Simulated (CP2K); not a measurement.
Runs of CP2K 2026.2 on Al. The structure is cubic, space group Pm-3m (No. 221). The conventional cell has a = 2.722 Å, b = 2.722 Å, c = 2.722 Å, α = 90.00°, β = 90.00°, γ = 90.00°. Al (site symmetry m-3m) is surrounded by 6 Al at 2.72 Å. The cell was built by a generator and needn't be a form met in nature.

| task | level | potentials or basis | cell | k mesh | smearing | EPS_DEFAULT | NGRIDS | EXTRAPOLATION | basis sets | potentials | gap on the mesh (eV) | pressure (GPa) | relaxed volume (Å³/atom) |
| --- | --- | --- | --- | --- | --- | --- | --- | --- | --- | --- | --- | --- | --- |
| relaxation of cell and atoms | BLYP | POTENTIAL_UZH Al GTH-PBE-q3; TZVP-MOLOPT-PBE-GTH basis | relaxed | 7 × 7 × 7 | fermi-dirac 0.05 eV | 1.0E-9 | 4 | USE_PREV_P | Al TZVP-MOLOPT-PBE-GTH-q3 | Al GTH-PBE-q3 of POTENTIAL_UZH | none | 0.0 | 21.08 |
| band structure | PBEsol | POTENTIAL_UZH Al GTH-PBE-q3; TZVP-MOLOPT-PBE-GTH basis | as given | 10 × 10 × 10 | fermi-dirac 0.05 eV | 1.0E-10 | 5 | - | Al TZVP-MOLOPT-PBE-GTH-q3 | Al GTH-PBE-q3 of POTENTIAL_UZH | none | (b) | - |
| relaxation of cell and atoms | PBEsol | POTENTIAL_UZH Al GTH-PBE-q3; TZVP-MOLOPT-PBE-GTH basis | relaxed | 7 × 7 × 7 | fermi-dirac 0.05 eV | 1.0E-9 | 4 | USE_PREV_P | Al TZVP-MOLOPT-PBE-GTH-q3 | Al GTH-PBE-q3 of POTENTIAL_UZH | none | 0.0 | 20.01 |
| relaxation of cell and atoms | LDA | POTENTIAL_UZH Al GTH-PBE-q3; TZVP-MOLOPT-PBE-GTH basis | relaxed | 7 × 7 × 7 | fermi-dirac 0.05 eV | 1.0E-9 | 4 | USE_PREV_P | Al TZVP-MOLOPT-PBE-GTH-q3 | Al GTH-PBE-q3 of POTENTIAL_UZH | none | 0.0 | 20.11 |
| band structure | r2SCAN | POTENTIAL_UZH Al GTH-SCAN-q3; TZVP-MOLOPT-SCAN-GTH basis | as given | 10 × 10 × 10 | fermi-dirac 0.05 eV | 1.0E-9 | 4 | - | Al TZVP-MOLOPT-SCAN-GTH-q3 | Al GTH-SCAN-q3 of POTENTIAL_UZH | none | -1.1 | - |
| band structure | LDA | GTH_POTENTIALS Al GTH-PADE-q3; TZVP-MOLOPT-PBE-GTH basis | as given | 10 × 10 × 10 | fermi-dirac 0.1 eV | 1.0E-9 | 4 | - | Al TZVP-MOLOPT-PBE-GTH-q3 | Al GTH-PADE-q3 of GTH_POTENTIALS | none | -2.5 | - |
| relaxation of cell and atoms | PBE | POTENTIAL_UZH Al GTH-PBE-q3; TZVP-MOLOPT-PBE-GTH basis | relaxed | 7 × 7 × 7 | fermi-dirac 0.05 eV | 1.0E-9 | 4 | USE_PREV_P | Al TZVP-MOLOPT-PBE-GTH-q3 | Al GTH-PBE-q3 of POTENTIAL_UZH | none | 0.0 | (a) |

Alike in all rows: no spin polarisation.

Question: Fill in the values left out.

Answer: (a) 20.10; (b) 0.1.

Caveats: the basis of atomic orbitals isn't converged, which shifts pressures, moduli and gaps; the potentials were made for another functional, which shifts forces and pressure (some runs).

A k mesh can miss the band edges.

A gap of «none» marks a metal or a gap under the smearing width.

Not every run made on this cell is shown here.
